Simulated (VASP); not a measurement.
## ZnSe in VASP 6.6.1, single-point calculation

INCAR

```
ISIF = 2
PREC = Accurate
NBANDS = 16
LCHARG = .FALSE.
LDAU = .TRUE.
ENCUT = 520
LDAUL = 2 -1
ISMEAR = -1
LREAL = .FALSE.
NSW = 0
LMAXMIX = 4
LDAUTYPE = 2
LDAUU = 4.0 0
SIGMA = 0.02
EDIFF = 1E-7
LASPH = .TRUE.
METAGGA = RSCAN
LWAVE = .FALSE.
NELM = 97
LDAUJ = 0 0
IBRION = -1
```

KPOINTS

```
KPOINTS created by Atomic Simulation Environment
0
Gamma
8 8 8
0 0 0
```

POSCAR

```
Zn Se
 1.0000000000000000
     0.0000000000000000    2.8324206844000002    2.7474480638999998
     2.8324206844000002    0.0000000000000000    2.7474480638999998
     2.8324206844000002    2.8324206844000002    0.0000000000000000
 Zn  Se
   1   1
Cartesian
  0.0000000000000000  0.0000000000000000  0.0000000000000000
  1.4162103421999999  1.4162103421999999  1.3737240319499997
```

The recommended PBE PAW datasets give the neutral cell 18 valence electrons.

Command

```
mpirun -np 1 vasp_std
```

How does this run end, and what does it give?

It converged. Results: gap between bands v and c on the k mesh 2.15 eV; least direct gap on the k mesh 2.15 eV; pressure 1.1 GPa. Band v is the last that the valence electrons fill when counted band by band, and c is the next.

OSZICAR

```
N       E                     dE             d eps       ncg     rms          rms(c)
DAV:   1     0.493471532430E+02    0.49347E+02   -0.90373E+03  1896   0.135E+03
DAV:   2    -0.388922411929E+02   -0.88239E+02   -0.83255E+02  2144   0.260E+02
DAV:   3    -0.446948703936E+02   -0.58026E+01   -0.57861E+01  2216   0.663E+01
DAV:   4    -0.447379861790E+02   -0.43116E-01   -0.43112E-01  2312   0.623E+00
DAV:   5    -0.447381276809E+02   -0.14150E-03   -0.14150E-03  2416   0.304E-01    0.598E+00
DAV:   6    -0.422308445578E+02    0.25073E+01   -0.91858E-01  1984   0.200E+01    0.507E+00
DAV:   7    -0.422031571664E+02    0.27687E-01   -0.28257E-01  2200   0.791E+00    0.202E+00
DAV:   8    -0.422130954453E+02   -0.99383E-02   -0.27846E-02  2424   0.175E+00    0.547E-01
DAV:   9    -0.422140740216E+02   -0.97858E-03   -0.64390E-03  2408   0.130E+00    0.947E-02
DAV:  10    -0.422141482448E+02   -0.74223E-04   -0.11496E-03  2120   0.531E-01    0.429E-02
DAV:  11    -0.422141327523E+02    0.15492E-04   -0.34948E-04  2592   0.354E-01    0.395E-02
DAV:  12    -0.422141319607E+02    0.79164E-06   -0.13937E-04  2056   0.247E-01    0.621E-03
DAV:  13    -0.422141337977E+02   -0.18370E-05   -0.56096E-06  2344   0.220E-02    0.378E-03
DAV:  14    -0.422141332063E+02    0.59137E-06   -0.19941E-07  2096   0.862E-03    0.151E-03
DAV:  15    -0.422141345155E+02   -0.13092E-05   -0.89168E-08  1248   0.743E-03    0.167E-04
DAV:  16    -0.422141346114E+02   -0.95890E-07   -0.21501E-08  1056   0.126E-03
   1 F= -.42214135E+02 E0= -.42214135E+02  d E =-.464999E-11
```

For comparison, a separate PBE run of the intended cell, on usual settings and not on those above, gives a gap of 1.35 eV on its mesh and a pressure of 4.6 GPa.
